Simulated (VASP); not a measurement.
The system is W.

```
W
1.0
     0.00000    1.99582    1.99582
     1.99582    0.00000    1.99582
     1.99582    1.99582    0.00000
W
1
Direct
  0.00000 0.00000 0.00000
```

This isn't the form of W at room conditions, which is bcc.

- Program: VASP 6.6.1
- Task: relaxation of cell and atoms
- Functional: r2SCAN
- Potentials or basis: VASP PAW PBE potentials, release 64 (W_sv)
- Cutoff: 600 eV
- k mesh: 18 × 18 × 18
- Occupations: gaussian, width 0.1 eV
- Spin: no spin polarisation

At the start: pressure 7.3 GPa; volume 15.90 Å³/atom.

Task: How do energy, volume and symmetry change on relaxing?

Result: Over 4 steps the energy falls by 8.1 meV/atom and the volume is 16.27 Å³/atom (+2.3 %); space group Fm-3m (No. 225, to 0.05 Å).

The path:
```csv
step,energy change (eV),largest force (eV/Å),pressure (GPa),volume (Å³)
1,0.0000,0.0000,7.28,15.90
2,0.0855,0.0000,-20.56,17.62
3,-0.0081,0.0000,-0.23,16.28
4,-0.0081,0.0000,0.00,16.27
```

Final structure:
```yaml
crystal:
  lattice:
    - [0.00000, 2.01099, 2.01099]
    - [2.01099, 0.00000, 2.01099]
    - [2.01099, 2.01099, 0.00000]
  atoms:
    - { symbol: W, position: [0.00000, 0.00000, 0.00000] }
```

Caveat: the PAW data sets were made with another functional, which shifts forces and pressure a little.
